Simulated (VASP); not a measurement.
Data:

```
SrF2
1.0
    0.00000     2.91030     2.91030
    2.91030     0.00000     2.91030
    2.91030     2.91030     0.00000
Sr F
1 2
Cartesian
  0.00000   0.00000   0.00000
  4.36545   4.36545   4.36545
  1.45515   1.45515   1.45515
```

Calculation: PBE GGA, VASP's PBE PAW potentials (set 64) (plane waves; VASP). Numerical set-up: 400 eV cut-off, 7×7×7 Γ-centred mesh, Gaussian smearing of 0.010 eV, potentials Sr_sv F.

At this cut-off the stress carries a Pulay error, which pulls relaxed volumes low.

Q: Give the stress tensor in GPa (positive for a compressed cell).

A: 
```
-5.72   0.00   0.00
 0.00  -5.72   0.00
 0.00   0.00  -5.72
```
The pressure is its mean diagonal, -5.72 GPa.

The structure comes from a computed database's SrF2 entry; how it stands against other phases isn't given here. The cell was not relaxed at this level.
